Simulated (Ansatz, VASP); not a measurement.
# SnO2 (SnO2 (P4_2/mnm)): VASP beside Ansatz, part 2 of 3

Wanted: the spread between two codes on one cell, functional and k mesh. Of the first pair: The cell is taken from a series of runs on this material, whose earlier steps may have relaxed, scaled, displaced or heated it; both programs get it as it stands.

VASP 6.6.1 and Ansatz 0.2.0.

So far. Step 2 (VASP: single point, r2SCAN, pair 1): The run ends at a pressure of 1.16 GPa, with forces up to 0.035 eV/Å.

## Step 3: Ansatz: single point, r2SCAN, pair 1

Level of this step: Ansatz beside VASP: Kohn-Sham DFT, plane waves, r2SCAN (Ansatz).

Ansatz runs on its PAW soft_1 files.

The same cell, functional, mesh and smearing now go to Ansatz.

input.yaml reads:

```yaml
crystal:
  lattice:
    - [9.515503073333, 4.757751538333, 0.0]
    - [-4.757751541667, 4.757751538333, 0.0]
    - [0.0, 0.0, 3.20068146]
  atoms:
    - { symbol: Sn, position: [0.0, 0.5, 0.5] }
    - { symbol: Sn, position: [0.3333333333333, 0.1666666666667, 0.5] }
    - { symbol: Sn, position: [0.6666666666667, 0.8333333333333, 0.5] }
    - { symbol: Sn, position: [0.0, 0.0, 0.0] }
    - { symbol: Sn, position: [0.3333333333333, 0.6666666666667, 0.0] }
    - { symbol: Sn, position: [0.6666666666667, 0.3333333333333, 0.0] }
    - { symbol: O, position: [-5.551115123126e-17, 0.8059427666667, 0.5] }
    - { symbol: O, position: [0.3333333333333, 0.4726094333333, 0.5] }
    - { symbol: O, position: [0.6666666666667, 0.1392761, 0.5] }
    - { symbol: O, position: [0.0, 0.1940572333333, 0.5] }
    - { symbol: O, position: [0.3333333333333, 0.8607239, 0.5] }
    - { symbol: O, position: [0.6666666666667, 0.5273905666667, 0.5] }
    - { symbol: O, position: [0.2039618433333, 0.1019809216667, 0.0] }
    - { symbol: O, position: [0.5372951766667, 0.7686475883333, 0.0] }
    - { symbol: O, position: [0.87062851, 0.435314255, 0.0] }
    - { symbol: O, position: [0.12937149, 0.564685745, 0.0] }
    - { symbol: O, position: [0.4627048233333, 0.2313524116667, 0.0] }
    - { symbol: O, position: [0.7960381566667, 0.8980190783333, 0.0] }
basis:
  ecutwfc: 500.0
  ecutrho_ratio: 4
  xc_grid: 2
  fft_grid_basis: typed
  precision: f64
kpoints:
  mp_grid: { grid: [2, 2, 6], shift: [0.5, 0.5, 0.5] }
hamiltonian:
  xc: r2scan
  pseudopotentials:
    kind: paw
    azcp: { folder: soft_1, O: "soft_1/O.paw.azcp", Sn: "soft_1/Sn.paw.azcp" }
scf:
  max_iter: 100
  self_checks: high
  occupations: { method: fermi_dirac, width: 0.01 }
output:
  forces: true
checkpoint:
  write: "../host.point.run"
  compress: false
  write_wavefunctions: true
  write_every: 100000
```

Started as:

```bash
ansatz run input.yaml --threads 4 --pin off --max-ram 15073MiB --backend cpu --events-out ev --progress --plain --runs-dir out
```

Numbers of over 12 decimals in the logs are rounded to 6 here.

The log of the run:

```text
Warning: crystal.symmetry: narrowed to the stabiliser of the k-point mesh — unitary ops 24 → 12; excluded 12 operations that carry a point of the 2×2×6 mesh (shift [0.5, 0.5, 0.5]) off the mesh (the run samples exactly the mesh kpoints.mp_grid names, as under crystal.symmetry.detect: false, and its converged state has the mesh's symmetry, not the crystal's; ε∞, the Born charges and the force constants of a linear response (`dielectric:` by the response, `phonons.method: dfpt`) are averaged over those of the crystal's operations that the state keeps within a tolerance, where `mesh_tensors`, `unaveraged_element` or `gamma_mean_max_change_ev_ang2` stands beside them; [rest of the remark cut]
Engine: ansatz 0.2.0, aarch64-unknown-linux-gnu
Pseudopotentials: kind: paw
Pseudopotential: Sn, paw, valence charge 14, recommended cutoff 500 eV (meta_gga), soft_1/Sn.paw.azcp
Pseudopotential: O, paw, valence charge 6, recommended cutoff 500 eV (meta_gga), soft_1/O.paw.azcp
Functional definition: r2SCAN
  parameter k0 = 0.174
  parameter k1 = 0.065
  parameter a1 = 4.9479
  exchange = r2scan_x(k0 = k0, k1 = k1, a1 = a1)
  correlation = r2scan_c
Crystal: 18 atoms, lattice volume = 217.354 Å³
Basis set: ecut = 500 eV, 5535 PW (Γ), exchange–correlation on 160×100×48 points (8 copies of the dense FFT grid, shifted against one another)
Bands: 96, of which v1, the nominal top of the filled ones, is band 78 counted from 1 (77 counted from 0)
Symmetry: 12 space group operations
k-points: 6 of 24
Non-local potential: Sn, projectors of the file, l = 0: 2, l = 1: 2, l = 2: 2, l = 3: 1
Non-local potential: O, projectors of the file, l = 0: 2, l = 1: 2, l = 2: 1
PAW form: soft (Blöchl's): semilocal exchange-correlation on the pseudo side does not see the compensation charge
PAW frozen core: Sn, regenerated for the run's functional (the file was generated under x = pbe(κ = 0.804, μ = 0.219515), c = pbe(β = 0.066725))
PAW frozen core: O, regenerated for the run's functional (the file was generated under x = pbe(κ = 0.804, μ = 0.219515), c = pbe(β = 0.066725))
PAW one-centre angular grid: Sn, 590 points (default); XC on 160 Gauss nodes
PAW one-centre angular grid: O, 302 points (default); XC on 160 Gauss nodes
Initial density: superposition of atomic densities (chi_scale 0.1, normalization cell, long waves kept (reshape's long-wave potential 0.00 eV rms))
Initial wavefunctions: pseudopotential atomic-orbital guess
Functional: x = r2scan, c = r2scan; τ floored in thin density (d = 2e-4 eV/Å³)
SCF iter   1: F=—  HF=-43058.389520 eV  |F-HF|=—  |Δ(HF+E_count)|=         —  Δρ=8.33e-2  dr2=1.20e1  dr2_τ=1.54e0  ethr=3.10e-3  ⟨swp⟩=6.0  Hψ=2287  notcnv=0  defer=1
preconditioner: auto → Resta (q_TF=auto, 2.582 Å⁻¹)  ε∞=3.2  [insulator: Δε(μ)=3.238 eV  Ē_g=21.118 eV  σ=0.010 eV  W_gap=1.00  n_scr=60 (ndim 8)  ℏωp=31.5 eV  f_vac=0.000  D(μ)=0.00/eV (n_scr^D=0)  ε∞_Penn≈3.2]
SCF iter   2: F=—  HF=-43057.272091 eV  |F-HF|=—  |Δ(HF+E_count)|=    1.12e0  Δρ=4.08e-2  dr2=1.92e0  dr2_τ=1.99e-1  ethr=3.10e-3  ⟨swp⟩=2.0  Hψ=987  notcnv=0  defer=73
SCF iter   3: F=—  HF=-43057.674314 eV  |F-HF|=—  |Δ(HF+E_count)|=   4.02e-1  Δρ=1.35e-2  dr2=3.09e-1  dr2_τ=2.32e-2  ethr=1.23e-3  ⟨swp⟩=3.0  Hψ=962  notcnv=0  defer=73
SCF iter   4: F=—  HF=-43057.701117 eV  |F-HF|=—  |Δ(HF+E_count)|=   2.68e-2  Δρ=2.41e-3  dr2=6.32e-3  dr2_τ=1.03e-3  ethr=1.98e-4  ⟨swp⟩=2.0  Hψ=800  notcnv=0  defer=73
SCF iter   5: F=—  HF=-43057.704866 eV  |F-HF|=—  |Δ(HF+E_count)|=   3.75e-3  Δρ=6.15e-4  dr2=4.45e-4  dr2_τ=4.78e-5  ethr=4.05e-6  ⟨swp⟩=2.0  Hψ=736  notcnv=0  defer=73
SCF iter   6: F=—  HF=-43057.705153 eV  |F-HF|=—  |Δ(HF+E_count)|=   2.87e-4  Δρ=1.10e-4  dr2=1.98e-5  dr2_τ=2.13e-6  ethr=2.85e-7  ⟨swp⟩=2.3  Hψ=794  notcnv=0  defer=73
SCF iter   7: F=—  HF=-43057.705150 eV  |F-HF|=—  |Δ(HF+E_count)|=   2.55e-6  Δρ=4.38e-5  dr2=3.17e-6  dr2_τ=3.38e-7  ethr=1.27e-8  ⟨swp⟩=2.0  Hψ=842  notcnv=0  defer=73
SCF iter   8: F=—  HF=-43057.705150 eV  |F-HF|=—  |Δ(HF+E_count)|=   6.48e-7  Δρ=8.78e-6  dr2=1.01e-7  dr2_τ=1.10e-8  ethr=2.03e-9  ⟨swp⟩=2.0  Hψ=768  notcnv=0  defer=73
SCF iter   9: F=-43057.705150 eV  HF=-43057.705150 eV  |F-HF|=1.22e-9  |Δ(HF+E_count)|=   7.78e-8  Δρ=1.18e-6  dr2=1.75e-9  dr2_τ=1.64e-10  ethr=6.41e-11  ⟨swp⟩=13.8  Hψ=2974  notcnv=0
SCF 1 converged in 9 iterations: F = -43057.705150 eV  dr2 = 1.75e-9
  greatest PAW one-centre occupation: 0.995 electrons in one spin orbital (limit 2), on the Sn atom at site 2 (counted from 0), in its partial waves of l = 2
SCF converged after 9 iterations
Free energy (F): -43057.705150 eV
Harris-Foulkes:  -43057.705150 eV  (|F-HF|=1.22e-9)
Internal energy: -43057.705150 eV  (E = F + TS)
E sigma→0 (E₀):  -43057.705150 eV
Fermi energy:    10.297212 eV
--- Per-component energies (eV) ---
  E_band       = -483.720954
  E_kinetic    = 3063.828305
  E_local      = -9563.623948  (includes V_loc(G=0)·N_el)
  E_nonlocal   = 1493.708298
  E_hartree    = 4364.600954
  E_xc         = -1538.512670
  E_vxc        = -1727.370673  (∫ρ·V_xc dr)
  E_paw        = -28380.858075  (= ΣΔE_a)
  E_vpaw       = -2587.763923  (= ΣTr[D̂ρ^β])
  E_aug_tail   = 0.003676  (compensation charges beyond the density's cutoff)
  E_vtau       = 108.297234  (kinetic-family band-sum trace: ∫τ·v_τ [+ j·A + Jᵃ·Aᵃ] dr)
  E_ewald      = -12500.880324
  E_core_change = 4.028634  (= ΣΔE_core)
  E_smearing   = -0.000000  (= −TS)
  E_closure    = 0.000000  (closes the sum)
  Σ components = -43057.705150   (vs F -43057.705150, Δ=0.00e0)
--- Forces (eV/Å), atoms counted from 1 ---
  atom   1  Sn     0.00000000     0.00000000     0.00000000
  atom   2  Sn     0.00000000     0.00000000     0.00000000
  atom   3  Sn     0.00000000    -0.00000000     0.00000000
  atom   4  Sn     0.00000000     0.00000000     0.00000000
  atom   5  Sn     0.00000000     0.00000000     0.00000000
  atom   6  Sn     0.00000000    -0.00000000     0.00000000
  atom   7  O      0.00336527    -0.00335540    -0.00000000
  atom   8  O      0.00336527    -0.00335540    -0.00000000
  atom   9  O      0.00336527    -0.00335540    -0.00000000
  atom  10  O     -0.00336527     0.00335540     0.00000000
  atom  11  O     -0.00336527     0.00335540     0.00000000
  atom  12  O     -0.00336527     0.00335540     0.00000000
  atom  13  O     -0.00104032    -0.00107280    -0.00000000
  atom  14  O     -0.00104032    -0.00107280    -0.00000000
  atom  15  O     -0.00104032    -0.00107280    -0.00000000
  atom  16  O      0.00104032     0.00107280     0.00000000
  atom  17  O      0.00104032     0.00107280     0.00000000
  atom  18  O      0.00104032     0.00107280     0.00000000
  max |Σ_I F_I| component: 1.73e-18 eV/Å
--- Band table (eV; the first three rows and the last of 6) ---
  k-point 0: bands = [... 74 lower, 8.2076, 8.2236, 8.4919, 8.6427, 12.2701, 12.9531, 14.0794, 14.6341, ... 14 higher]
  k-point 1: bands = [... 74 lower, 8.1018, 8.3034, 8.3653, 8.4183, 13.8153, 14.2133, 14.6171, 15.0349, ... 14 higher]
  k-point 2: bands = [... 74 lower, 8.0019, 8.0280, 8.0797, 8.1637, 14.7724, 14.9435, 15.3743, 15.4536, ... 14 higher]
  k-point 5: bands = [... 74 lower, 7.9735, 8.0372, 8.0375, 8.1675, 15.1051, 15.1054, 15.2460, 15.3299, ... 14 higher]
```

## Step 4: Side by side

Known differences besides the potentials themselves: VASP keeps PBE cores, Ansatz makes them for the functional; the cutoff is 500 eV in Ansatz and 580 eV in VASP. Total energies have different zeros and are not compared.

Both answers:

```tsv
quantity	Ansatz	VASP	difference
gap on the k mesh (eV)	3.099	3.108	-0.010
```

At this near-relaxed geometry the largest component of a force difference is 21 meV/Å. A gap on the mesh is an upper bound, since the band edges may lie between its points.

## Step 5: Ansatz: relaxation, r2SCAN

The two programs are compared at the cell with which this relaxation starts, whose forces are those of its first step. This pair takes another cell of the material, with 53 atoms against 18 for the pair before.

The structure compared here is the start of the Ansatz relaxation; VASP solves that cell, so the two are compared at the walk's first step.

input.yaml reads:

```yaml
crystal:
  lattice:
    - [9.51550307, 4.75775154, 0.0]
    - [-4.75775154, 4.75775154, 0.0]
    - [0.0, 0.0, 3.20068146]
  atoms:
    - { symbol: Sn, position: [0.0, 0.5, 0.5] }
    - { symbol: Sn, position: [0.33333333, 0.16666667, 0.5] }
    - { symbol: Sn, position: [0.66666667, 0.83333333, 0.5] }
    - { symbol: Sn, position: [0.0, 0.0, 0.0] }
    - { symbol: Sn, position: [0.33333333, 0.66666667, 0.0] }
    - { symbol: Sn, position: [0.66666667, 0.33333333, 0.0] }
    - { symbol: O, position: [0.0, 0.80594277, 0.5] }
    - { symbol: O, position: [0.33333333, 0.47260943, 0.5] }
    - { symbol: O, position: [0.66666667, 0.1392761, 0.5] }
    - { symbol: O, position: [0.0, 0.19405723, 0.5] }
    - { symbol: O, position: [0.33333333, 0.8607239, 0.5] }
    - { symbol: O, position: [0.66666667, 0.52739057, 0.5] }
    - { symbol: O, position: [0.20396184, 0.10198092, 0.0] }
    - { symbol: O, position: [0.53729518, 0.76864759, 0.0] }
    - { symbol: O, position: [0.87062851, 0.43531426, 0.0] }
    - { symbol: O, position: [0.12937149, 0.56468574, 0.0] }
    - { symbol: O, position: [0.46270482, 0.23135241, 0.0] }
    - { symbol: O, position: [0.79603816, 0.89801908, 0.0] }
  supercell: [1, 1, 3]
  defects: [{ vacancy: 29 }]
total_charge: 2
basis:
  ecutwfc: 500
  xc_grid: 2
hamiltonian:
  xc: r2scan
  pseudopotentials: { kind: paw, azcp: { folder: soft_1 } }
kpoints:
  mp_grid: { grid: [1, 1, 1], shift: [0.25, 0.25, 0.25] }
scf:
  occupations: { method: fixed }
  max_iter: 100
output:
  forces: true
  charged_corrections: { epsilon: [4.6, 4.6, 4.91], static_epsilon: [13.48, 13.48, 10.42] }
relax:
  f_tol: 0.02
  max_steps: 80
  random_displacement: { amplitude: 0.05, seed: 1028 }
checkpoint:
  write: "../qp2.relax.run"
  compress: false
  write_wavefunctions: true
  write_every: 100000
```

The log of the run:

```text
[...]
Crystal: 53 atoms, lattice volume = 652.061 Å³
Basis set: ecut = 500 eV, 16551 PW (Γ), exchange–correlation on 160×100×144 points (8 copies of the dense FFT grid, shifted against one another)
Bands: 283, of which v1, the nominal top of the filled ones, is band 230 counted from 1 (229 counted from 0)
Symmetry: 1 space group operations
k-points: 1
[...]
SCF iter   1: F=—  HF=-128626.210794 eV  |F-HF|=—  |Δ(HF+E_count)|=         —  Δρ=8.84e-2  dr2=4.26e1  dr2_τ=4.49e0  ethr=3.10e-3  ⟨swp⟩=4.0  Hψ=901  notcnv=0  defer=50
[...]
- { symbol: Sn, position: [-0.000267492, 0.501682, 0.500266] }
    - { symbol: Sn, position: [0.332297, 0.167812, 0.500244] }
[...]
- { symbol: Sn, position: [0.665972, 0.820286, 0.834583] }
    - { symbol: Sn, position: [0.00131728, 0.00116274, 0.666551] }
    - { symbol: Sn, position: [0.330694, 0.665557, 0.666538] }
    - { symbol: Sn, position: [0.665945, 0.316062, 0.683164] }
[...]
- { symbol: O, position: [0.863888, 0.442412, 0.663995] }
    - { symbol: O, position: [0.126203, 0.564678, 0.667141] }
    - { symbol: O, position: [0.468008, 0.244937, 0.664077] }
    - { symbol: O, position: [0.792242, 0.889091, 0.661414] }
```

(Continued in part 3 of 3.)

[Lines on the potential files, build, host, timing and source positions are cut from VASP's logs without a mark.]

[Logs are printed without paths, hosts, clocks, repeated set-up lines and the standing remarks that a program may print on its own settings, such as how far it seeks lower states.]

[Hosts, paths, dates, database ids (printed as entryN), source tags and the programs' standing remarks are cut or masked in the printed files.]
